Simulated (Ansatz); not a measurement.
# Ti: a line through an energy map

How does the energy of Ti (Fm-3m, No. 225; 1 atom in the cell) vary with volume per atom, at total spin moment of the cell, held fixed = 0.250 μB?

This is Ti in the fcc structure; at room conditions it is hcp.

Program: Ansatz 0.2.0. Level of theory: DFT LDA, scalar-relativistic, plane waves, PAW. These are calculated values, not measurements.

28 further runs of the same task are left out: 28 set aside as unsound or not needed.

**1. The starting structure**

The structure is cubic, space group Fm-3m (No. 225). Conventional cell: a = 4.001 Å, b = 4.001 Å, c = 4.001 Å, α = 90.00°, β = 90.00°, γ = 90.00°. Ti (site symmetry m-3m) is surrounded by 12 Ti at 2.83 Å.

As a file:

```cif
data_structure
_symmetry_space_group_name_H-M 'P 1'
_symmetry_Int_Tables_number 1
_cell_length_a 2.8292
_cell_length_b 2.8292
_cell_length_c 2.8292
_cell_angle_alpha 60.000
_cell_angle_beta 60.000
_cell_angle_gamma 60.000
_cell_volume 16.01
loop_
_atom_site_label
_atom_site_type_symbol
_atom_site_fract_x
_atom_site_fract_y
_atom_site_fract_z
_atom_site_occupancy
Ti1 Ti 0.00000 0.00000 0.00000 1
```

It is the result of an earlier relaxation at this level (volume 16.01 Å³/atom; gap on the mesh: none (metal)).

**2. What is varied**

The energy is mapped over volume and a fixed ferromagnetic moment.

First coordinate, volume per atom: 7 values from 13.13 to 18.89 Å³. Second coordinate, total spin moment of the cell, held fixed: 9 values from 0.000 to 1.000 μB.

Nothing else is relaxed (shape and fractional coordinates fixed). Points are written as (first, second).

**3. Grid point (13.13 Å³, 0.250 μB)**

Contents of input.yaml:

```yaml
crystal:
  lattice:
    - [0.0, 1.8724558086, 1.8724558086]
    - [1.8724558086, 0.0, 1.8724558086]
    - [1.8724558086, 1.8724558086, 0.0]
  atoms:
    - { symbol: Ti, position: [0.0, 0.0, 0.0], spin: 0.25 }
basis:
  ecutwfc: 520.0
kpoints:
  mp_grid: { grid: [22, 22, 22] }
hamiltonian:
  xc: lda
scf:
  occupations: { method: gaussian, width: 0.15 }
  lower_state_search: "off"
output:
  forces: true
  stress: true
  eigenvalues: true
  populations: true
magnetization:
  spin_polarized: true
  initial_magnetization: 0.25
  spin_locking: { lock_magnetization: hard }
```

Started as:

```console
$ ansatz run input.yaml --threads 1 --pin off --max-ram 2048MiB --backend cpu --events-out ev --progress --plain --runs-dir out
```

Log, cut to the lines that bear on the results:

```text
Warning: output.stress: scf.convergence.dr2_threshold = 1e-7 eV (the SCF's general default) is looser than the 1e-10 eV advised for a printed stress (1e-10 eV for each atom of the cell: 1). What an SCF threshold leaves in a stress goes as its square root, and in the free energy as the [...]
Warning: RAYON_NUM_THREADS=1 ignored (pool sized by the plan → 1); use --threads N
[...]
Pseudopotentials: kind: paw
Pseudopotential: Ti, paw, valence charge 12, recommended cutoff 420 eV (normal), Ti.paw.azcp
Functional definition: SPW92
[...]
Crystal: 1 atoms, lattice volume = 13.130 Å³
Basis set: ecut = 520 eV, 339 PW (Γ)
Bands: 11, of which v1, the nominal top of the filled ones, is band 6 counted from 1 (5 counted from 0)
Symmetry: 48 space group operations
Space group: Fm-3m (ITA 225), of the structure as read, at distance tolerance 2.4e-5 Å
Magnetic group: BNS 225.116 (UNI 1618), of the structure as read, at distance tolerance 2.4e-5 Å
k-points: 328 of 10648
[...]
Starting moments: Σ|m| = 0.25 μB on 1 of 1 site
[...]
SCF iter   1: F=—  HF=-2450.099276 eV  |F-HF|=—  |Δ(HF+E_count)|=         —  Δρ=3.45e-2 (↑3.45e-2 ↓1.93e-2)  dr2=3.39e-1  dr2_m=7.74e-3  M=0.250 μB ∫|m|=0.250 μB  β_m=0.30  ethr=2.83e-3  ⟨swp⟩=1.0  Hψ=48610  notcnv=0
[...]
SCF iter   7: F=-2449.981544 eV  HF=-2449.981544 eV  |F-HF|=1.05e-11  |Δ(HF+E_count)|=   2.05e-9  Δρ=9.11e-7 (↑9.11e-7 ↓3.95e-7)  dr2=5.56e-11  dr2_m=4.45e-11  M=0.250 μB ∫|m|=0.250 μB  ethr=3.26e-11  ⟨swp⟩=1.3  Hψ=20755  notcnv=0
the search or the solves at the SCF's close seem to have found levels that the self-consistency loop had missed (the run counts 8). By its estimate they hold under 1e-12 electrons; where the run keeps them, the occupations were computed again with them
[...]
SCF converged after 7 iterations
Stability checked in part: among states of this total moment the steps that led to this state did not find it unstable. No probe was made; neither looks for a lower state of another moment (fixed_total_moment; see scf.lower_state_search)
Magnetization: 0.2500 μB (6.1250 up, 5.8750 down)
Absolute magnetization: 0.2500 μB (∫|ρ↑−ρ↓|, with the PAW one-centre terms)
Spin contamination: 0.0000 ħ² per cell (⟨S²⟩ above its minimum at these occupations)
Per-site moments (μB) at R_I (Å): [(0.18338976281038438, 1.0923216147798902)]
Free energy (F): -2449.981544 eV
[...]
E sigma→0 (E₀):  -2449.975042 eV
Entropy (-TS):   -0.013003 eV (-13.003 meV/atom)
Fermi energy:    17.942730 (↑ 18.061350, ↓ 17.824110) eV
[...]
--- Forces (eV/Å), atoms counted from 1 ---
  atom   1  Ti    -0.00000000     0.00000000     0.00000000
[...]
--- Stress (GPa, compression-positive) ---
       33.966083       0.000000       0.000000
        0.000000      33.966083      -0.000000
        0.000000      -0.000000      33.966083
  P = ⅓ Tr σ = 33.9661 GPa (339.661 kbar)
--- Band table (eV; the first three rows and the last of 656) ---
  k-point 0 ↑: bands = ["-37.9105", "-13.5433", "-13.5433", "-13.5433", "11.4426", "18.7969", "18.7969", "18.7969", "21.1768", "21.1768", "34.7291"]
[...]
--- Löwdin populations: 1 site ---
  site symbol       q [e]    m [muB]
     0     Ti     11.9202     0.2386
  spilling = 0.006653 (of n_electrons = 12.000000)
```

It took 6.7 s on 1 thread of Intel Xeon 6975P-C (Granite Rapids), shared host; peak memory 0.43 GiB.

**4. The run at (14.09 Å³, 0.250 μB)**

input.yaml, as its differences from that of step 3:

```diff
@@ -2,5 +2,5 @@
   lattice:
-    - [0.0, 1.8724558086, 1.8724558086]
-    - [1.8724558086, 0.0, 1.8724558086]
-    - [1.8724558086, 1.8724558086, 0.0]
+    - [0.0, 1.9170669191, 1.9170669191]
+    - [1.9170669191, 0.0, 1.9170669191]
+    - [1.9170669191, 1.9170669191, 0.0]
   atoms:
```

Started as:

```console
$ ansatz run input.yaml --threads 1 --pin off --max-ram 2048MiB --backend cpu --events-out ev --progress --plain --runs-dir out
```

Log, cut to the lines that bear on the results:

```text
Warning: output.stress: scf.convergence.dr2_threshold = 1e-7 eV (the SCF's general default) is looser than the 1e-10 eV advised for a printed stress (1e-10 eV for each atom of the cell: 1). What an SCF threshold leaves in a stress goes as its square root, and in the free energy as the [...]
Warning: RAYON_NUM_THREADS=1 ignored (pool sized by the plan → 1); use --threads N
[...]
Pseudopotentials: kind: paw
Pseudopotential: Ti, paw, valence charge 12, recommended cutoff 420 eV (normal), Ti.paw.azcp
Functional definition: SPW92
[...]
Crystal: 1 atoms, lattice volume = 14.091 Å³
Basis set: ecut = 520 eV, 339 PW (Γ)
Bands: 11, of which v1, the nominal top of the filled ones, is band 6 counted from 1 (5 counted from 0)
Symmetry: 48 space group operations
Space group: Fm-3m (ITA 225), of the structure as read, at distance tolerance 2.4e-5 Å
Magnetic group: BNS 225.116 (UNI 1618), of the structure as read, at distance tolerance 2.4e-5 Å
k-points: 328 of 10648
[...]
Starting moments: Σ|m| = 0.25 μB on 1 of 1 site
[...]
Magnetization: 0.2500 μB (6.1250 up, 5.8750 down)
Absolute magnetization: 0.2500 μB (∫|ρ↑−ρ↓|, with the PAW one-centre terms)
Spin contamination: 0.0000 ħ² per cell (⟨S²⟩ above its minimum at these occupations)
Per-site moments (μB) at R_I (Å): [(0.18364283336320908, 1.1183460902493105)]
Free energy (F): -2450.140619 eV
[...]
E sigma→0 (E₀):  -2450.133272 eV
Entropy (-TS):   -0.014693 eV (-14.693 meV/atom)
Fermi energy:    16.566828 (↑ 16.666383, ↓ 16.467274) eV
[...]
--- Forces (eV/Å), atoms counted from 1 ---
  atom   1  Ti    -0.00000000     0.00000000    -0.00000000
[...]
--- Stress (GPa, compression-positive) ---
       19.709573       0.000000      -0.000000
        0.000000      19.709573      -0.000000
       -0.000000       0.000000      19.709573
  P = ⅓ Tr σ = 19.7096 GPa (197.096 kbar)
--- Band table (eV; the first three rows and the last of 656) ---
  k-point 0 ↑: bands = ["-39.3278", "-15.1438", "-15.1438", "-15.1438", "10.1171", "17.4157", "17.4157", "17.4157", "19.5836", "19.5836", "32.9644"]
[...]
--- Löwdin populations: 1 site ---
  site symbol       q [e]    m [muB]
     0     Ti     11.9093     0.2367
  spilling = 0.007559 (of n_electrons = 12.000000)
```

Wall time 7.7 s (1 thread of Intel Xeon 6975P-C (Granite Rapids), shared host); peak memory 0.44 GiB.

**5. The run at (15.05 Å³, 0.250 μB)**

input.yaml, as its differences from that of step 4:

```diff
@@ -2,5 +2,5 @@
   lattice:
-    - [0.0, 1.9170669191, 1.9170669191]
-    - [1.9170669191, 0.0, 1.9170669191]
-    - [1.9170669191, 1.9170669191, 0.0]
+    - [0.0, 1.9596931354, 1.9596931354]
+    - [1.9596931354, 0.0, 1.9596931354]
+    - [1.9596931354, 1.9596931354, 0.0]
   atoms:
```

Started as:

```console
$ ansatz run input.yaml --threads 1 --pin off --max-ram 2048MiB --backend cpu --events-out ev --progress --plain --runs-dir out
```

Log, cut to the lines that bear on the results:

```text
Warning: output.stress: scf.convergence.dr2_threshold = 1e-7 eV (the SCF's general default) is looser than the 1e-10 eV advised for a printed stress (1e-10 eV for each atom of the cell: 1). What an SCF threshold leaves in a stress goes as its square root, and in the free energy as the [...]
Warning: RAYON_NUM_THREADS=1 ignored (pool sized by the plan → 1); use --threads N
[...]
Pseudopotentials: kind: paw
Pseudopotential: Ti, paw, valence charge 12, recommended cutoff 420 eV (normal), Ti.paw.azcp
Functional definition: SPW92
[...]
Crystal: 1 atoms, lattice volume = 15.052 Å³
Basis set: ecut = 520 eV, 411 PW (Γ)
Bands: 11, of which v1, the nominal top of the filled ones, is band 6 counted from 1 (5 counted from 0)
Symmetry: 48 space group operations
Space group: Fm-3m (ITA 225), of the structure as read, at distance tolerance 2.5e-5 Å
Magnetic group: BNS 225.116 (UNI 1618), of the structure as read, at distance tolerance 2.5e-5 Å
k-points: 328 of 10648
[...]
Starting moments: Σ|m| = 0.25 μB on 1 of 1 site
[...]
Magnetization: 0.2500 μB (6.1250 up, 5.8750 down)
Absolute magnetization: 0.2500 μB (∫|ρ↑−ρ↓|, with the PAW one-centre terms)
Spin contamination: 0.0000 ħ² per cell (⟨S²⟩ above its minimum at these occupations)
Per-site moments (μB) at R_I (Å): [(0.18425186047104725, 1.1432126516960055)]
Free energy (F): -2450.224570 eV
[...]
E sigma→0 (E₀):  -2450.216478 eV
Entropy (-TS):   -0.016185 eV (-16.185 meV/atom)
Fermi energy:    15.356945 (↑ 15.441608, ↓ 15.272282) eV
[...]
--- Forces (eV/Å), atoms counted from 1 ---
  atom   1  Ti    -0.00000000     0.00000000    -0.00000000
[...]
--- Stress (GPa, compression-positive) ---
        8.760750       0.000000       0.000000
       -0.000000       8.760750       0.000000
       -0.000000       0.000000       8.760750
  P = ⅓ Tr σ = 8.7607 GPa (87.607 kbar)
--- Band table (eV; the first three rows and the last of 656) ---
  k-point 0 ↑: bands = ["-40.6058", "-16.5593", "-16.5593", "-16.5593", "8.9891", "16.1880", "16.1880", "16.1880", "18.1718", "18.1718", "31.3912"]
[...]
--- Löwdin populations: 1 site ---
  site symbol       q [e]    m [muB]
     0     Ti     11.8978     0.2349
  spilling = 0.008516 (of n_electrons = 12.000000)
```

Run time: 9 s. Hardware: 1 thread of Intel Xeon 6975P-C (Granite Rapids), shared host; peak memory 0.44 GiB.

**6. Point (16.01 Å³, 0.250 μB)**

input.yaml, as its differences from that of step 5:

```diff
@@ -2,5 +2,5 @@
   lattice:
-    - [0.0, 1.9596931354, 1.9596931354]
-    - [1.9596931354, 0.0, 1.9596931354]
-    - [1.9596931354, 1.9596931354, 0.0]
+    - [0.0, 2.0005327171, 2.0005327171]
+    - [2.0005327171, 0.0, 2.0005327171]
+    - [2.0005327171, 2.0005327171, 0.0]
   atoms:
```

Started as:

```console
$ ansatz run input.yaml --threads 1 --pin off --max-ram 2048MiB --backend cpu --events-out ev --progress --plain --runs-dir out
```

Log, cut to the lines that bear on the results:

```text
[...]
SCF converged after 8 iterations
Stability checked in part: among states of this total moment the steps that led to this state did not find it unstable. No probe was made; neither looks for a lower state of another moment (fixed_total_moment; see scf.lower_state_search)
Magnetization: 0.2500 μB (6.1250 up, 5.8750 down)
Absolute magnetization: 0.2500 μB (∫|ρ↑−ρ↓|, with the PAW one-centre terms)
Spin contamination: 0.0000 ħ² per cell (⟨S²⟩ above its minimum at these occupations)
Per-site moments (μB) at R_I (Å): [(0.1850964716407424, 1.1670369564537415)]
Free energy (F): -2450.250747 eV
[...]
E sigma→0 (E₀):  -2450.241928 eV
Entropy (-TS):   -0.017638 eV (-17.638 meV/atom)
Fermi energy:    14.283614 (↑ 14.356159, ↓ 14.211069) eV
[...]
--- Forces (eV/Å), atoms counted from 1 ---
  atom   1  Ti    -0.00000000     0.00000000     0.00000000
[...]
--- Stress (GPa, compression-positive) ---
        0.336721       0.000000      -0.000000
        0.000000       0.336721       0.000000
       -0.000000      -0.000000       0.336721
  P = ⅓ Tr σ = 0.3367 GPa (3.367 kbar)
--- Band table (eV; the first three rows and the last of 656) ---
  k-point 0 ↑: bands = ["-41.7619", "-17.8198", "-17.8198", "-17.8198", "8.0188", "15.0895", "15.0895", "15.0895", "16.9126", "16.9126", "29.9789"]
[...]
--- Löwdin populations: 1 site ---
  site symbol       q [e]    m [muB]
     0     Ti     11.8861     0.2332
  spilling = 0.009491 (of n_electrons = 12.000000)
```

Wall time 7 s (1 thread of Intel Xeon 6975P-C (Granite Rapids), shared host); peak memory 0.46 GiB.

**7. Grid point (16.97 Å³, 0.250 μB)**

input.yaml, as its differences from that of step 6:

```diff
@@ -2,5 +2,5 @@
   lattice:
-    - [0.0, 2.0005327171, 2.0005327171]
-    - [2.0005327171, 0.0, 2.0005327171]
-    - [2.0005327171, 2.0005327171, 0.0]
+    - [0.0, 2.0397865982, 2.0397865982]
+    - [2.0397865982, 0.0, 2.0397865982]
+    - [2.0397865982, 2.0397865982, 0.0]
   atoms:
```

Started as:

```console
$ ansatz run input.yaml --threads 1 --pin off --max-ram 2048MiB --backend cpu --events-out ev --progress --plain --runs-dir out
```

Log, cut to the lines that bear on the results:

```text
[...]
SCF converged after 8 iterations
Stability checked in part: among states of this total moment the steps that led to this state did not find it unstable. No probe was made; neither looks for a lower state of another moment (fixed_total_moment; see scf.lower_state_search)
Magnetization: 0.2500 μB (6.1250 up, 5.8750 down)
Absolute magnetization: 0.2500 μB (∫|ρ↑−ρ↓|, with the PAW one-centre terms)
Spin contamination: 0.0001 ħ² per cell (⟨S²⟩ above its minimum at these occupations)
Per-site moments (μB) at R_I (Å): [(0.18611889078115154, 1.1899362220025442)]
Free energy (F): -2450.232462 eV
[...]
E sigma→0 (E₀):  -2450.222930 eV
Entropy (-TS):   -0.019064 eV (-19.064 meV/atom)
Fermi energy:    13.324399 (↑ 13.386814, ↓ 13.261983) eV
[...]
--- Forces (eV/Å), atoms counted from 1 ---
  atom   1  Ti     0.00000000     0.00000000    -0.00000000
[...]
--- Stress (GPa, compression-positive) ---
       -6.148871       0.000000      -0.000000
       -0.000000      -6.148871      -0.000000
       -0.000000      -0.000000      -6.148871
  P = ⅓ Tr σ = -6.1489 GPa (-61.489 kbar)
--- Band table (eV; the first three rows and the last of 656) ---
  k-point 0 ↑: bands = ["-42.8112", "-18.9494", "-18.9494", "-18.9494", "7.1755", "14.1006", "14.1006", "14.1006", "15.7823", "15.7823", "28.7020"]
[...]
--- Löwdin populations: 1 site ---
  site symbol       q [e]    m [muB]
     0     Ti     11.8747     0.2318
  spilling = 0.010445 (of n_electrons = 12.000000)
```

Wall time 8.5 s (1 thread of Intel Xeon 6975P-C (Granite Rapids), shared host); peak memory 0.46 GiB.

**8. The run at (17.93 Å³, 0.250 μB)**

input.yaml, as its differences from that of step 7:

```diff
@@ -2,5 +2,5 @@
   lattice:
-    - [0.0, 2.0397865982, 2.0397865982]
-    - [2.0397865982, 0.0, 2.0397865982]
-    - [2.0397865982, 2.0397865982, 0.0]
+    - [0.0, 2.0775383847, 2.0775383847]
+    - [2.0775383847, 0.0, 2.0775383847]
+    - [2.0775383847, 2.0775383847, 0.0]
   atoms:
```

Started as:

```console
$ ansatz run input.yaml --threads 1 --pin off --max-ram 2048MiB --backend cpu --events-out ev --progress --plain --runs-dir out
```

Log, cut to the lines that bear on the results:

```text
Warning: output.stress: scf.convergence.dr2_threshold = 1e-7 eV (the SCF's general default) is looser than the 1e-10 eV advised for a printed stress (1e-10 eV for each atom of the cell: 1). What an SCF threshold leaves in a stress goes as its square root, and in the free energy as the [...]
Warning: RAYON_NUM_THREADS=1 ignored (pool sized by the plan → 1); use --threads N
[...]
Pseudopotentials: kind: paw
Pseudopotential: Ti, paw, valence charge 12, recommended cutoff 420 eV (normal), Ti.paw.azcp
Functional definition: SPW92
[...]
Crystal: 1 atoms, lattice volume = 17.934 Å³
Basis set: ecut = 520 eV, 531 PW (Γ)
Bands: 11, of which v1, the nominal top of the filled ones, is band 6 counted from 1 (5 counted from 0)
Symmetry: 48 space group operations
Space group: Fm-3m (ITA 225), of the structure as read, at distance tolerance 2.6e-5 Å
Magnetic group: BNS 225.116 (UNI 1618), of the structure as read, at distance tolerance 2.6e-5 Å
k-points: 328 of 10648
[...]
Starting moments: Σ|m| = 0.25 μB on 1 of 1 site
[...]
Magnetization: 0.2500 μB (6.1250 up, 5.8750 down)
Absolute magnetization: 0.2500 μB (∫|ρ↑−ρ↓|)
Spin contamination: 0.0001 ħ² per cell (⟨S²⟩ above its minimum at these occupations)
Per-site moments (μB) at R_I (Å): [(0.18732300232342275, 1.2119592209972911)]
Free energy (F): -2450.180055 eV
[...]
E sigma→0 (E₀):  -2450.169825 eV
Entropy (-TS):   -0.020461 eV (-20.461 meV/atom)
Fermi energy:    12.464017 (↑ 12.517916, ↓ 12.410117) eV
[...]
--- Forces (eV/Å), atoms counted from 1 ---
  atom   1  Ti    -0.00000000    -0.00000000    -0.00000000
[...]
--- Stress (GPa, compression-positive) ---
      -11.123405      -0.000000       0.000000
       -0.000000     -11.123405       0.000000
       -0.000000       0.000000     -11.123405
  P = ⅓ Tr σ = -11.1234 GPa (-111.234 kbar)
--- Band table (eV; the first three rows and the last of 656) ---
  k-point 0 ↑: bands = ["-43.7645", "-19.9650", "-19.9650", "-19.9650", "6.4374", "13.2074", "13.2074", "13.2074", "14.7645", "14.7645", "27.5428"]
[...]
--- Löwdin populations: 1 site ---
  site symbol       q [e]    m [muB]
     0     Ti     11.8638     0.2306
  spilling = 0.011349 (of n_electrons = 12.000000)
```

Run time: 9.1 s. Hardware: 1 thread of Intel Xeon 6975P-C (Granite Rapids), shared host; peak memory 0.46 GiB.

**9. Grid point (18.89 Å³, 0.250 μB)**

input.yaml, as its differences from that of step 8:

```diff
@@ -2,5 +2,5 @@
   lattice:
-    - [0.0, 2.0775383847, 2.0775383847]
-    - [2.0775383847, 0.0, 2.0775383847]
-    - [2.0775383847, 2.0775383847, 0.0]
+    - [0.0, 2.1140031667, 2.1140031667]
+    - [2.1140031667, 0.0, 2.1140031667]
+    - [2.1140031667, 2.1140031667, 0.0]
   atoms:
```

Started as:

```console
$ ansatz run input.yaml --threads 1 --pin off --max-ram 2048MiB --backend cpu --events-out ev --progress --plain --runs-dir out
```

Log, cut to the lines that bear on the results:

```text
[...]
SCF converged after 8 iterations
Stability checked in part: among states of this total moment the steps that led to this state did not find it unstable. No probe was made; neither looks for a lower state of another moment (fixed_total_moment; see scf.lower_state_search)
Magnetization: 0.2500 μB (6.1250 up, 5.8750 down)
Absolute magnetization: 0.2500 μB (∫|ρ↑−ρ↓|, with the PAW one-centre terms)
Spin contamination: 0.0001 ħ² per cell (⟨S²⟩ above its minimum at these occupations)
Per-site moments (μB) at R_I (Å): [(0.18867690777308374, 1.2332314290643096)]
Free energy (F): -2450.101411 eV
[...]
E sigma→0 (E₀):  -2450.090484 eV
Entropy (-TS):   -0.021852 eV (-21.852 meV/atom)
Fermi energy:    11.686549 (↑ 11.733136, ↓ 11.639962) eV
[...]
--- Forces (eV/Å), atoms counted from 1 ---
  atom   1  Ti    -0.00000000    -0.00000000     0.00000000
[...]
--- Stress (GPa, compression-positive) ---
      -14.926644       0.000000      -0.000000
       -0.000000     -14.926644       0.000000
       -0.000000       0.000000     -14.926644
  P = ⅓ Tr σ = -14.9266 GPa (-149.266 kbar)
--- Band table (eV; the first three rows and the last of 656) ---
  k-point 0 ↑: bands = ["-44.6347", "-20.8843", "-20.8843", "-20.8843", "5.7850", "12.3954", "12.3954", "12.3954", "13.8417", "13.8417", "26.4829"]
[...]
--- Löwdin populations: 1 site ---
  site symbol       q [e]    m [muB]
     0     Ti     11.8537     0.2297
  spilling = 0.012194 (of n_electrons = 12.000000)
```

It took 10 s on 1 thread of Intel Xeon 6975P-C (Granite Rapids), shared host; peak memory 0.47 GiB.

**10. What came out**

| volume per atom (Å³) | step | energy (meV/atom) | pressure (GPa) |
| --- | --- | --- | --- |
| 13.13 | 3 | 269 | 34.0 |
| 14.09 | 4 | 110 | 19.7 |
| 15.05 | 5 | 26 | 8.8 |
| 16.01 | 6 | 0 | 0.3 |
| 16.97 | 7 | 18 | −6.1 |
| 17.93 | 8 | 71 | −11.1 |
| 18.89 | 9 | 149 | −14.9 |

Energies count from the lowest point of the line.

What this shows: Along the line the energy is lowest at 16.01 Å³. Three points round the minimum, joined by a parabola, put the minimum at 16.098 Å³, with a curvature of about 48 meV/atom per (Å³)². The well is lopsided: two grid steps out, the energy rises by 110 meV/atom towards smaller values and 71 meV/atom towards larger ones. The highest point computed, at 13.13 Å³, lies 269 meV/atom above the lowest. This is one cut through a surface in two coordinates; the map's lowest point lies off it.
